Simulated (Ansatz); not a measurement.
**LiH: the band gap up the ladder of functionals**

One table from this session's results is given with a row withheld; the runs are named, their logs left out.

Code: Ansatz 0.2.0. PAW datasets, plane waves. Values at 0 K without nuclear motion; spin polarisation is off, and the phase may be a hypothetical one.

## Starting point

The cell was relaxed beforehand with r2SCAN.

The symmetry is P6_3/mmc (No. 194, hexagonal); a = 2.782 Å, c = 4.873 Å in the conventional setting, 8.16 Å³ an atom. Around Li lie 6 H at 2.02 Å; around H lie 6 Li at 2.02 Å.

As a file:

Space group P6_3/mmc (No. 194). a = 2.782 Å, b = 2.782 Å, c = 4.873 Å, α = 90.00°, β = 90.00°, γ = 120.00°
| atom | site | symmetry | x | y | z |
| --- | --- | --- | --- | --- | --- |
| Li | 2a | -3m. | 0.0000 | 0.0000 | 0.0000 |
| H | 2c | -6m2 | 0.3333 | 0.6667 | 0.2500 |

The first run:

File input.yaml:

```yaml
crystal:
  lattice:
    - [2.7815484418, 0.0, 0.0]
    - [-1.3907742209, 2.4088916124, 0.0]
    - [0.0, 0.0, 4.8729606993]
  atoms:
    - { symbol: Li, position: [0.0, 0.0, 0.0] }
    - { symbol: Li, position: [0.0, 0.0, 0.5] }
    - { symbol: H, position: [0.3333333333, 0.6666666667, 0.25] }
    - { symbol: H, position: [0.6666666667, 0.3333333333, 0.75] }
kpoints:
  mp_grid: { grid: [12, 12, 6] }
  band_path:
    path:
      - [[0.0, 0.0, 0.0], [0.5, 6.546862511212e-17, 7.413695237208e-34], [0.3333333333333, 0.3333333333333, 3.357284575811e-35], [0.0, 0.0, 0.0], [-9.159849793491e-52, -8.328533733694e-51, 0.5], [0.5, 6.546862511212e-17, 0.5], [0.3333333333333, 0.3333333333333, 0.5], [-9.159849793491e-52, -8.328533733694e-51, 0.5]]
      - [[0.5, 6.546862511212e-17, 0.5], [0.5, 6.546862511212e-17, 7.413695237208e-34]]
      - [[0.3333333333333, 0.3333333333333, 0.5], [0.3333333333333, 0.3333333333333, 3.357284575811e-35]]
    npoints: 10
hamiltonian:
  xc: pbe
scf:
  occupations: { method: fermi_dirac, width: 0.02 }
  n_extra_bands: 5
output:
  forces: true
  stress: true
  eigenvalues: true
```

Started as:

```console
$ ansatz run input.yaml --threads 2 --pin off --max-ram 2211MiB --backend cpu --events-out ev --progress --plain --runs-dir out
```

Among the steps run: Band structure with PBE; Single point with r2SCAN; HSE06 at the same geometry; Single point with PBE0; LDA; One-shot GW from PBE; G0W0 on PBE; Single point with DDH-PBE0; LC-ωPBE at the same geometry; r2SCANh at the same geometry.

One table of the session follows, with a row left open; its other results are not shown here.

| level | gap (eV) |
| --- | --- |
| PBE | 4.32 |
| r2SCAN | 4.94 |
| HSE06 | 5.34 |
| PBE0 | ? |
| LDA | 4.01 |
| G0W0@PBE (97 empty bands) | 6.25 |
| G0W0@PBE (241 empty bands) | 6.34 |
| DDH-PBE0 | 6.09 |
| LC-ωPBE | 10.54 |
| r2SCANh | 5.55 |

Estimate the missing values for PBE0.

**Answer.** gap (eV): 6.06. In the column «gap (eV)» it lies between r2SCANh (5.55) and DDH-PBE0 (6.09).

Meshes: PBE 12×12×6, r2SCAN 12×12×6, HSE06 9×9×4, PBE0 9×9×4, LDA 12×12×6, DDH-PBE0 9×9×4, LC-ωPBE 9×9×4, r2SCANh 9×9×4.

LDA gives the least gap, 4.01 eV, and LC-ωPBE the largest, 10.54 eV. Against G0W0@PBE, PBE is short by 2.02 eV, at 68 % of it, and r2SCAN 78 %. PBE0 lies 0.72 eV above HSE06, which differs from it by screening the long-range exchange. No extrapolation in bands, cutoff or mesh was made for G0W0.

To keep in mind: Warnings in the runs' records: stress scf threshold loose, stress exchange threshold loose.
